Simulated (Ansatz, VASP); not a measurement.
# Two plane-wave programs on Pt

INCAR

```
PREC     = Accurate       # precision mode
ENCUT    = 520            # plane-wave cutoff, eV
EDIFF    = 1E-6           # SCF threshold, eV
ISMEAR   = 0              # smearing method
SIGMA    = 0.15           # smearing width, eV
LREAL    = False          # projectors in reciprocal space
LASPH    = True           # aspherical terms in the spheres
NELM     = 80             # most SCF steps
ALGO     = Fast           # electronic algorithm
ISIF     = 2              # what is computed and relaxed
LWAVE    = False          # write WAVECAR
LCHARG   = False          # write CHGCAR
GGA      = PE             # functional
NBANDS   = 11             # bands
```

The input KPOINTS:

```
regular mesh
0
Gamma
  26 26 26
```

File POSCAR:

```
Pt
1.0
    0.0000000000      2.0346814308      2.0843078071
    2.0346814308      0.0000000000      2.0843078071
    2.0346814308      2.0346814308      0.0000000000
Pt
1
Direct
    0.0000000000      0.0000000000      0.0000000000
```

Input for Ansatz:

```yaml
crystal:
  lattice:
    - [0.0, 2.0346814308, 2.0843078071]
    - [2.0346814308, 0.0, 2.0843078071]
    - [2.0346814308, 2.0346814308, 0.0]
  atoms:
    - { symbol: Pt, position: [0.0, 0.0, 0.0] }
basis:
  ecutwfc: 420
kpoints:
  mp_grid: { grid: [26, 26, 26] }
hamiltonian:
  xc: pbe
scf:
  occupations: { method: gaussian, width: 0.15 }
output:
  forces: true
  stress: true
  eigenvalues: true
```

Change from the starting cell: strain +0.025 along x and y, +0.050 along z, atoms carried along.

Alike in both runs: task single point; functional PBE; k mesh 26 × 26 × 26; occupations gaussian, width 0.15 eV; no spin polarisation.

|  | VASP | Ansatz |
| --- | --- | --- |
| version | VASP 6.6.1 | Ansatz 0.2.0 |
| potentials or method | VASP PAW PBE potentials, release 64 (Pt) | scalar-relativistic, plane waves, PAW |
| plane-wave cutoff (eV) | 520 | 420 |
| valence electrons in the cell | 10 | 18 |

|  | VASP | Ansatz | Ansatz less VASP |
| --- | --- | --- | --- |
| gap on the k mesh at the Fermi level (eV) | none | none | - |
| pressure (GPa) | -18.7 | -18.4 | +0.29 |
| largest component of the traceless stress (GPa) | 0.97 | 0.98 | +0.012 |

A gap of «none» marks a metal or a gap that the smearing closes. The two sets of potentials don't hold the same shells in valence.

Caveats: so large a pressure means that the cell lies far from this level's equilibrium, or that cutoff or potentials fall short (VASP). Spin-orbit coupling is left out, which matters for the levels of Pt.
